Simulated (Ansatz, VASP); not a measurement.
This is a calculation of Ru for VASP 6.6.1.

The input INCAR:

```
SYSTEM = Ru
PREC     = Accurate       ! precision mode
ENCUT    = 520            ! plane-wave cutoff, eV
EDIFF    = 1E-6           ! SCF threshold, eV
ISMEAR   = -1             ! smearing method
SIGMA    = 0.04           ! smearing width, eV
LREAL    = .FALSE.        ! projectors in reciprocal space
LASPH    = .TRUE.         ! aspherical terms in the spheres
NELM     = 100            ! most SCF steps
ALGO     = Normal         ! electronic algorithm
ISIF     = 2              ! what is computed and relaxed
LWAVE    = .FALSE.        ! write WAVECAR
LCHARG   = .TRUE.         ! write CHGCAR
GGA      = PE             ! functional
LELF     = .TRUE.         ! ELF
LVHAR    = .TRUE.       
NBANDS   = 13             ! bands
```

File KPOINTS:

```
Automatic mesh
0
G
  7 7 7
  0 0 0
```

POSCAR

```
Ru
1.0
    0.0000000000      1.9150000000      1.9150000000
    1.9150000000      0.0000000000      1.9150000000
    1.9150000000      1.9150000000      0.0000000000
Ru
1
Direct
    0.0000000000      0.0000000000      0.0000000000
```

Potentials or basis: VASP PAW PBE potentials, release 64 (Ru_pv).

The run is started by

```bash
$ cat potpaw_PBE.64/Ru_pv/POTCAR > POTCAR
$ mpirun -np 1 vasp_std > vasp.out
```

Translate it to Ansatz 0.2.0. Potentials there: all-electron LAPW, scalar-relativistic.

As run (the cutoff follows the program's own potentials):

The input input.yaml:

```yaml
crystal:
  lattice:
    - [0.0, 1.915, 1.915]
    - [1.915, 0.0, 1.915]
    - [1.915, 1.915, 0.0]
  atoms:
    - { symbol: Ru, position: [0.0, 0.0, 0.0] }
kpoints:
  mp_grid: { grid: [7, 7, 7] }
scf:
  occupations: { method: fermi_dirac, width: 0.04 }
hamiltonian:
  xc: pbe
  pseudopotentials: { kind: all_electron, lapw: { basis_error: 0.002 } }
output:
  forces: true
  stress: true
  eigenvalues: true
```

Potentials or basis: all-electron LAPW, scalar-relativistic.

Run with:

```bash
$ ansatz run input.yaml --threads 1 --pin off --max-ram 2560MiB --backend cpu --events-out ev --progress --plain --runs-dir out
```

Both were run:

|  | VASP | Ansatz | Ansatz less VASP |
| --- | --- | --- | --- |
| gap on the k mesh at the Fermi level (eV) | none | none | - |
| pressure (GPa) | -3.5 | -3.5 | +0.06 |

A gap of «none» marks a metal or a gap that the smearing closes. Ansatz ran all-electron here, so the differences hold the error of VASP's frozen core and of both bases.

Caveats: the k mesh is coarse (spacing up to 0.41 Å⁻¹), so the values aren't converged.
